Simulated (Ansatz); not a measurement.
Computed with DFT PBE, scalar-relativistic, plane waves, PAW (Ansatz). Settings: cutoff 420 eV, Γ-centred meshes spaced at most about 0.3 Å⁻¹, and about 0.25 Å⁻¹ or finer for metals (2π included), Gaussian smearing. No spin polarisation.

Temperature and zero-point effects are left out.

**Question.** Which of these relaxed structures of Na2F is the lowest in energy?
1.

```xyz
6
Lattice="5.2830 0.0000 0.0000 0.0000 5.2830 0.0000 0.0000 0.0000 5.2830" Properties=species:S:1:pos:R:3 pbc="T T T"
Na    1.3207    1.3207    1.3207
Na    1.3207    3.9622    3.9622
Na    3.9622    3.9622    1.3207
Na    3.9622    1.3207    3.9622
F     0.0000    0.0000    0.0000
F     2.6415    2.6415    2.6415
```

2.

```xyz
3
Lattice="-1.5202 1.5202 5.9879 1.5202 -1.5202 5.9879 1.5202 1.5202 -5.9879" Properties=species:S:1:pos:R:3 pbc="T T T"
Na    0.0000    0.0000    7.3937
Na    0.0000    0.0000    4.5821
F     0.0000    0.0000    0.0000
```

3.

```xyz
3
Lattice="1.6856 0.9732 6.0818 -1.6856 0.9732 6.0818 0.0000 -1.9464 6.0818" Properties=species:S:1:pos:R:3 pbc="T T T"
Na    0.0000    0.0000    4.6489
Na    0.0000    0.0000    7.5131
F     0.0000    0.0000    0.0023
```

**Answer.** 3. The next of these, cell 2, lies 87 meV/atom higher. Forms: cell 3 anti-3R molybdenite type, R3m; cell 2 I4/mmm; cell 1 cuprite type, Pn-3m. Counting F atoms around Na (those within 1.25 times the shortest such distance or 1.15 times the sum of covalent radii): cell 3 has Na 3; cell 2 has Na 4; cell 1 has Na 2. All come from invented guesses. The lowest form computed isn't among them: it has the anti-cadmium chloride type, space group R-3m (No. 166), 20.2 Å³/atom and lies 33 meV/atom below the best shown.

For metals, differences of a few meV/atom aren't resolved. In R3m, I4/mmm an odd number of electrons in the primitive cell allows no gap without spin; a larger cell or a magnetic state could open one. Cells relaxed within their symmetry can be saddle points. Some types were kept out of the candidates beforehand, so the set may lack a known form.
